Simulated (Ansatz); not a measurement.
# GaP (F-43m): the equilibrium volume

Aim: the volume at which the pressure of GaP (F-43m) vanishes.

Computed with Ansatz 0.2.0 (DFT PBE, scalar-relativistic, plane waves, PAW, unless a step's input says otherwise).

3 further runs of the same task are left out: 3 set aside as unsound or not needed.

## 1. The system as given

It takes space group F-43m (No. 216, cubic). Conventional cell: a = 5.452 Å, b = 5.452 Å, c = 5.452 Å, α = 90.00°, β = 90.00°, γ = 90.00°. Ga (site symmetry -43m) has 4 P at 2.36 Å as nearest neighbours. P (site symmetry -43m) has 4 Ga at 2.36 Å as nearest neighbours.

As a file:

```
CELL_PARAMETERS angstrom
0.00000 2.72581 2.72581
2.72581 0.00000 2.72581
2.72581 2.72581 0.00000
ATOMIC_POSITIONS crystal
Ga 0.00000 0.00000 0.00000
P 0.25000 0.25000 0.25000
```

## 2. At the starting volume (PBE, 6×6×6 mesh)

input.yaml

```yaml
crystal:
  lattice:
    - [0.0, 2.7258124945, 2.7258124945]
    - [2.7258124945, 0.0, 2.7258124945]
    - [2.7258124945, 2.7258124945, 0.0]
  atoms:
    - { symbol: Ga, position: [0.0, 0.0, 0.0] }
    - { symbol: P, position: [0.25, 0.25, 0.25] }
basis:
  ecutwfc: 420
kpoints:
  mp_grid: { grid: [6, 6, 6] }
hamiltonian:
  xc: pbe
scf:
  occupations: { method: gaussian, width: 0.1 }
output:
  forces: true
  stress: true
  eigenvalues: true
```

The run is started by

```bash
ansatz run input.yaml --threads 8 --pin off --max-ram 16384MiB --backend cpu --events-out ev --progress --plain --runs-dir out
```

After this run come: Relaxing cell and atoms.

What does the calculation give? Wanted: volume; pressure; conventional cell; gap on the mesh.

**Answer**, as computed:

| quantity | value |
| --- | --- |
| volume | 20.855 Å³/atom |
| pressure | 0.04 GPa |
| conventional cell | a = 5.505 Å, b = 5.505 Å, c = 5.505 Å, α = 90.00°, β = 90.00°, γ = 90.00° |
| gap on the mesh | 1.58 eV |

In words: Over the 2 runs shown the cell moved from 20.25 to 20.85 Å³/atom, a change of +3.0 %, where the pressure is zero within 0.04 GPa.

These are semilocal Kohn-Sham gaps, which aren't the measured quantity. Such gaps usually fall short of the measured ones.
